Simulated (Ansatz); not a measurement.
Input and command of a plane-wave DFT calculation in Ansatz:

```yaml
crystal:
  lattice:
    - [1.3916690928, 2.4448680937, -3.3373019203]
    - [1.3916690928, -2.4448680937, -3.3373019203]
    - [-2.8429274761, 0.0, -3.3141068708]
  atoms:
    - { symbol: C, position: [0.9343382109, 0.4343382109, 0.6312056289] }
    - { symbol: C, position: [0.4166166134, 0.9166166134, 0.6666169904] }
    - { symbol: C, position: [0.9166166134, 0.9166166134, 0.1666169904] }
    - { symbol: C, position: [0.4166166134, 0.4166166134, 0.1666169904] }
    - { symbol: C, position: [0.0833833866, 0.5833833866, 0.3333830096] }
    - { symbol: C, position: [0.5833833866, 0.0833833866, 0.3333830096] }
    - { symbol: C, position: [0.0833833866, 0.0833833866, 0.8333830096] }
    - { symbol: C, position: [0.5833833866, 0.5833833866, 0.8333830096] }
basis:
  ecutwfc: 420
kpoints:
  mp_grid: { grid: [8, 8, 8] }
hamiltonian:
  xc: lda
scf:
  occupations: { method: gaussian, width: 0.05 }
output:
  forces: true
  stress: true
  eigenvalues: true
```

```bash
ansatz run input.yaml --threads 1 --pin off --max-ram 2560MiB --backend cpu --events-out ev --progress --plain --runs-dir out
```

Processor: Oxide Virtual Turin-like Processor (Zen 5), 1 thread, on a host shared with other jobs.

Question: Estimate time, memory and problem size.

Answer: About 13 s on 1 thread of Oxide Virtual Turin-like Processor (Zen 5), with other jobs on the host, peak memory 0.47 GiB. It solves 24 bands at 150 k points (the mesh reduced by symmetry) with about 1373 plane waves, in 6 SCF iterations.
